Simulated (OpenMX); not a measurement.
# Te2Mo under changes of volume

One of the cells (136.165 Å³/atom); the others are scaled copies at fixed shape and fractional positions:

```
Te Mo
1.0
     6.40374    0.00000    0.00000
     0.00000    3.50345    0.00000
    -0.08631    0.00000   36.41547
Te Mo
4 2
Direct
  0.42925 0.75000 0.54070
  0.57075 0.25000 0.45930
  0.92085 0.25000 0.55653
  0.07915 0.75000 0.44347
  0.18135 0.25000 0.49747
  0.81865 0.75000 0.50253
```

```yaml
Program: OpenMX 3.8.5
Functional: PBE
Potentials_or_basis: OpenMX 2013 PBE set, Te7.0-s3p2d2f1, Mo7.0-s3p2d2, fixed grid of 84 × 48 × 486 points
k_mesh: 5 × 9 × 1
Occupations: fermi-dirac, width 0.05 eV
Spin: no spin polarisation
```

| volume (Å³/atom) | energy over the lowest point (meV/atom) | largest force (eV/Å) |
| --- | --- | --- |
| 125.485 | 69.56 | 2.002 |
| 128.155 | ? | ? |
| 130.825 | 19.51 | 1.158 |
| 136.165 | 0.12 | 0.456 |
| 138.835 | 0.00 | 0.132 |
| 141.505 | 5.37 | 0.253 |

Problem. What does the run at 128.155 Å³/atom give?

Solution. Energy over the lowest point 40.30 meV/atom; largest force 1.586 eV/Å.

Worked out: A Birch-Murnaghan fit of order 3 (a polynomial in V^(-2/3)) to the other rows has its minimum at 137.55 Å³/atom with B0 = V·E''(V) = 17.9 GPa and B' = 4.6 at fixed shape and positions, which overstates the stiffness. It gives 40.27 meV/atom at 128.155 Å³/atom, against the run's 40.30.

Energies are extrapolated to zero smearing.

Caveats: the basis has few d functions beyond the semicore shells, which can make volumes several per cent too large; the basis of atomic orbitals isn't converged, which shifts pressures, moduli and gaps.
